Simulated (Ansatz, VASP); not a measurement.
## Ba in VASP and in Ansatz

```xyz
1
Lattice="-2.4897 2.4897 2.4897 2.4897 -2.4897 2.4897 2.4897 2.4897 -2.4897" Properties=species:S:1:pos:R:3 pbc="T T T"
Ba    0.0000    0.0000    0.0000
```

Change from the starting cell: volume scaled by 0.98.

Alike in both runs: task single point; functional PBE; k mesh 8 × 8 × 8; collinear spin.

|  | VASP | Ansatz |
| --- | --- | --- |
| version | VASP 6.6.1 | Ansatz 0.2.0 |
| potentials or method | VASP PAW PBE potentials, release 64 (Ba_sv), cutoff 520 eV | all-electron LAPW, non-relativistic |
| occupations | methfessel-paxton of order 1, width 0.05 eV | cold, width 0.05 eV |

|  | VASP | Ansatz | Ansatz less VASP |
| --- | --- | --- | --- |
| gap on the k mesh at the Fermi level (eV) | none | none | - |
| pressure (GPa) | 0.3 | 0.0 | -0.22 |
| net moment per atom (μB) | 0.04 | 0.00 | -0.036 |

A gap of «none» marks a metal or a gap that the smearing closes. Ansatz ran all-electron here, so the differences hold the error of VASP's frozen core and of both bases.

Caveats: relativity is left out, which matters for the heavier elements (Ansatz); the starting moments weren't kept (Ansatz). Spin-orbit coupling is left out, which matters for the levels of Ba.
